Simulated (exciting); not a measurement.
# Ag (Fm-3m) in exciting: further runs, part 2 of 2

exciting (release sodium).

## (4) Band structure, PBE

input.xml reads:

```xml
<input>
  <title>Ag</title>
  <structure speciespath="./" tshift="false">
    <crystal scale="1">
      <basevect>0.000000000000 3.860238041079 3.860238041079</basevect>
      <basevect>3.860238041079 0.000000000000 3.860238041079</basevect>
      <basevect>3.860238041079 3.860238041079 0.000000000000</basevect>
    </crystal>
    <species speciesfile="Ag.xml" rmt="2.3">
      <atom coord="0.000000000000 0.000000000000 0.000000000000"/>
    </species>
  </structure>
  <groundstate do="fromscratch" ngridk="11 11 11" rgkmax="9" gmaxvr="14" lmaxapw="10" lmaxmat="10" lmaxvr="8" xctype="GGA_PBE" stype="Fermi Dirac" swidth="0.00183747" nempty="12" ValenceRelativity="iora*" epsengy="1e-05" epspot="1e-05" maxscl="60" outputlevel="low"/>
  <properties>
    <bandstructure>
      <plot1d>
        <path steps="80">
          <point coord="0 0 0" label="G"/>
          <point coord="0.5 0 0.5" label="X"/>
          <point coord="0.5 0.25 0.75" label="W"/>
          <point coord="0.375 0.375 0.75" label="K"/>
          <point coord="0 0 0" label="G"/>
          <point coord="0.5 0.5 0.5" label="L"/>
          <point coord="0.625 0.25 0.625" label="U"/>
          <point coord="0.5 0.25 0.75" label="W"/>
          <point coord="0.5 0.5 0.5" label="L"/>
          <point coord="0.375 0.375 0.75" label="K" breakafter="true"/>
          <point coord="0.625 0.25 0.625" label="U"/>
          <point coord="0.5 0 0.5" label="X"/>
        </path>
      </plot1d>
    </bandstructure>
    <dos nwdos="300" winddos="-0.6 0.5" inttype="tetra" ngrdos="100" nsmdos="1"/>
  </properties>
</input>
```

Run with:

```bash
$ OMP_NUM_THREADS=1 exciting_smp
```

It took 26 s on 1 thread of Arm Neoverse V1, shared host; peak memory 0.1 GiB.

It converged, with:

```
Free energy            : -144691.2815 eV
Band gap on the k mesh : none (metal or under the smearing width)
```

Levels at the corners of the path, in eV from the Fermi level:
```
point  band 5  band 6  band 7  band 8  band 9  band 10  band 11  band 12  band 13  band 14
    Γ   -8.03   -5.04   -5.04   -5.04   -4.01    -4.01    15.67    19.25    19.25    19.25
    X   -6.69   -6.55   -3.24   -3.00   -3.00     1.35     6.51    10.39    10.39    17.15
    W   -5.93   -5.32   -5.32   -4.00   -3.00     5.71     5.71     6.73     7.98    22.63
    K   -6.25   -5.83   -4.32   -3.78   -3.28     4.05     5.01     6.91    12.53    16.74
    Γ   -8.03   -5.04   -5.04   -5.04   -4.01    -4.01    15.67    19.25    19.25    19.25
    L   -6.64   -5.07   -5.07   -3.21   -3.21    -0.65     3.36    14.93    17.56    17.56
    U   -6.25   -5.83   -4.32   -3.78   -3.28     4.05     5.01     6.91    12.53    16.74
    W   -5.93   -5.32   -5.32   -4.00   -3.00     5.71     5.71     6.73     7.98    22.63
    L   -6.64   -5.07   -5.07   -3.21   -3.21    -0.65     3.36    14.93    17.56    17.56
    K   -6.25   -5.83   -4.32   -3.78   -3.28     4.05     5.01     6.91    12.53    16.74
    U   -6.25   -5.83   -4.32   -3.78   -3.28     4.05     5.01     6.91    12.53    16.74
    X   -6.69   -6.55   -3.24   -3.00   -3.00     1.35     6.51    10.39    10.39    17.15
```

States per cell in windows of 0.5 eV (zero at the Fermi level; states under -8 eV left out):
```csv
from (eV),total
-8.0,0.03
-7.5,0.05
-7.0,0.28
-6.5,1.43
-6.0,1.22
-5.5,1.30
-5.0,1.80
-4.5,1.57
-4.0,1.37
-3.5,1.31
-3.0,0.11
-2.5,0.11
-2.0,0.11
-1.5,0.11
-1.0,0.13
-0.5,0.13
0.0,0.13
0.5,0.13
1.0,0.13
1.5,0.13
2.0,0.12
2.5,0.10
3.0,0.10
3.5,0.16
4.0,0.15
4.5,0.17
5.0,0.16
5.5,0.14
6.0,0.13
6.5,0.17
7.0,0.23
7.5,0.20
```

Caveat: the log's total energy holds no entropy term; the free energy is that total less TS from the occupations; the tetrahedron DOS on this energy grid can lose part of the weight of narrow d or f bands.

## (5) Band structure, PBE, spin-orbit coupling, no magnetisation

Edit input.xml of step 4 so:

```diff
@@ -12,3 +12,5 @@
   </structure>
-  <groundstate do="fromscratch" ngridk="11 11 11" rgkmax="9" gmaxvr="14" lmaxapw="10" lmaxmat="10" lmaxvr="8" xctype="GGA_PBE" stype="Fermi Dirac" swidth="0.00183747" nempty="12" ValenceRelativity="iora*" epsengy="1e-05" epspot="1e-05" maxscl="60" outputlevel="low"/>
+  <groundstate do="fromscratch" ngridk="8 8 8" rgkmax="9" gmaxvr="14" lmaxapw="10" lmaxmat="10" lmaxvr="8" xctype="GGA_PBE" stype="Fermi Dirac" swidth="0.00183747" nempty="20" ValenceRelativity="iora*" epsengy="1e-05" epspot="1e-05" maxscl="60" outputlevel="high">
+    <spin spinorb="true"/>
+  </groundstate>
   <properties>
@@ -32,3 +34,2 @@
     </bandstructure>
-    <dos nwdos="300" winddos="-0.6 0.5" inttype="tetra" ngrdos="100" nsmdos="1"/>
   </properties>
```

Potentials or basis: all-electron LAPW+lo, shipped species files, valence relativity iora*.

Run with:

```bash
$ OMP_NUM_THREADS=1 exciting_smp
```

INFO.OUT:

```text
================================================================================
EXCITING SODIUM started
[... 10 lines left out ...]

 Lattice vectors (cartesian) :
      0.0000000000      3.8602380411      3.8602380411
      3.8602380411      0.0000000000      3.8602380411
      3.8602380411      3.8602380411      0.0000000000

 Reciprocal lattice vectors (cartesian) :
     -0.8138339191      0.8138339191      0.8138339191
      0.8138339191     -0.8138339191      0.8138339191
      0.8138339191      0.8138339191     -0.8138339191

 Unit cell volume                           :     115.0461936135
[... 629 lines left out ...]
| Convergency criteria checked for the last 2 iterations                       +
| Convergence targets achieved. Performing final SCF iteration                 +
++++++++++++++++++++++++++++++++++++++++++++++++++++++++++++++++++++++++++++++++
 Total energy                               :     -5317.31012764
 _______________________________________________________________
 Fermi energy                               :         0.29588919
 Kinetic energy                             :      5563.25619039
 Coulomb energy                             :    -10731.07448802
 Exchange energy                            :      -146.96906399
 Correlation energy                         :        -2.52276603
 No external B-field energy in total energy
 Sum of eigenvalues                         :     -3180.89632686
 Effective potential energy                 :     -8744.15251725
 Coulomb potential energy                   :     -8549.12992382
 xc potential energy                        :      -195.02259343
 xc effective B-field energy                :        -0.00000000
 External B-field energy                    :         0.00000000
 Hartree energy                             :      1646.27022425
 Electron-nuclear energy                    :    -11841.67037231
[... 16 lines left out ...]
 Moments :
     interstitial                 :    -0.00000000     0.00000000     0.00000000
     moment in muffin-tin spheres :
         atom     1    Ag         :     0.00000000     0.00000000    -0.00000000
     total moment in muffin-tins  :     0.00000000     0.00000000    -0.00000000
     total moment                 :     0.00000000     0.00000000    -0.00000000

++++++++++++++++++++++++++++++++++++++++++++++++++++++++++++++++++++++++++++++++
[... 9 lines left out ...]
| EXCITING SODIUM stopped                                                      =
================================================================================
```

EVALCORE.OUT:

```text
Species :    1 (Ag), atom :    1
 n =  1, l =  0, k =  1 :   -929.9437339
 n =  2, l =  0, k =  1 :   -136.5455654
 n =  2, l =  1, k =  1 :   -126.8599429
 n =  2, l =  1, k =  2 :   -120.4163869
 n =  3, l =  0, k =  1 :   -24.70220294
 n =  3, l =  1, k =  1 :   -20.84987643
 n =  3, l =  1, k =  2 :   -19.71256034
 n =  3, l =  2, k =  2 :   -12.89514532
 n =  3, l =  2, k =  3 :   -12.66608959
```

Wall time 43 s (1 thread of Arm Neoverse V1, shared host); peak memory 0.11 GiB.

What came out:

* Band gap on the k mesh: none (metal or under the smearing width)
* All electrons inside the program's atomic spheres: Ag 45.25 (radii Ag 2.3 bohr)

Levels at the corners of the path, in eV from the Fermi level:
```tsv
point	band 14	band 15	band 16	band 17	band 18	band 19	band 20	band 21	band 22	band 23
Γ	-4.80	-4.41	-4.41	-3.53	-3.53	-3.53	-3.53	16.08	16.08	19.42
X	-2.88	-2.70	-2.70	-2.37	-2.37	1.76	1.76	6.93	6.93	10.61
W	-4.81	-3.54	-3.54	-2.56	-2.56	5.97	5.97	6.29	6.29	7.15
K	-3.92	-3.36	-3.36	-2.81	-2.81	4.45	4.45	5.43	5.43	7.33
Γ	-4.80	-4.41	-4.41	-3.53	-3.53	-3.53	-3.53	16.08	16.08	19.42
L	-4.46	-2.88	-2.88	-2.66	-2.66	-0.24	-0.24	3.78	3.78	15.34
U	-3.92	-3.36	-3.36	-2.81	-2.81	4.45	4.45	5.43	5.43	7.33
W	-4.81	-3.54	-3.54	-2.56	-2.56	5.97	5.97	6.29	6.29	7.15
L	-4.46	-2.88	-2.88	-2.66	-2.66	-0.24	-0.24	3.78	3.78	15.34
K	-3.92	-3.36	-3.36	-2.81	-2.81	4.45	4.45	5.43	5.43	7.33
U	-3.92	-3.36	-3.36	-2.81	-2.81	4.45	4.45	5.43	5.43	7.33
X	-2.88	-2.70	-2.70	-2.37	-2.37	1.76	1.76	6.93	6.93	10.61
```

Caveat: total energies with spin-orbit coupling aren't reliable in this program, so none is listed and the log's shouldn't be used.

## (6) The reference run

An earlier run on the cell as given: functional PBE; potentials or basis all-electron LAPW+lo, shipped species files, valence relativity iora*; rgkmax 9; k mesh 11 × 11 × 11; occupations fermi-dirac, width 0.05 eV; no spin polarisation.

- Band gap on the k mesh: none (metal or under the smearing width)
- All electrons inside the program's atomic spheres: Ag 45.25 (radii Ag 2.3 bohr)

## (7) The runs side by side

| task | level | spin | cell | k mesh | smearing | outputlevel | nempty | rgkmax | gap on the mesh (eV) |
| --- | --- | --- | --- | --- | --- | --- | --- | --- | --- |
| band structure | PBE (libxc) | SOC, no magnetisation | as given | 11 × 11 × 11 | methfessel-paxton 0.0272 eV | normal | 20 | 8 | none |
| band structure | PBE | SOC, no magnetisation | volume scaled by 1.25 | 11 × 11 × 11 | fermi-dirac 0.05 eV | normal | 20 | 8 | none |
| band structure | PBE | off | as given | 11 × 11 × 11 | fermi-dirac 0.05 eV | low | 12 | 9 | none |
| band structure | PBE | SOC, no magnetisation | as given | 8 × 8 × 8 | fermi-dirac 0.05 eV | high | 20 | 9 | none |
| single point | PBE | off | as given | 11 × 11 × 11 | fermi-dirac 0.05 eV | - | 12 | 9 | none |

Alike in all rows: potentials or basis all-electron LAPW+lo, shipped species files, valence relativity iora*.

Caveats: the free energy is that total less TS from the occupations (some runs); the tetrahedron DOS on this energy grid can lose part of the weight of narrow d or f bands (some runs).

Compare energies only between runs with the same functional and basis.
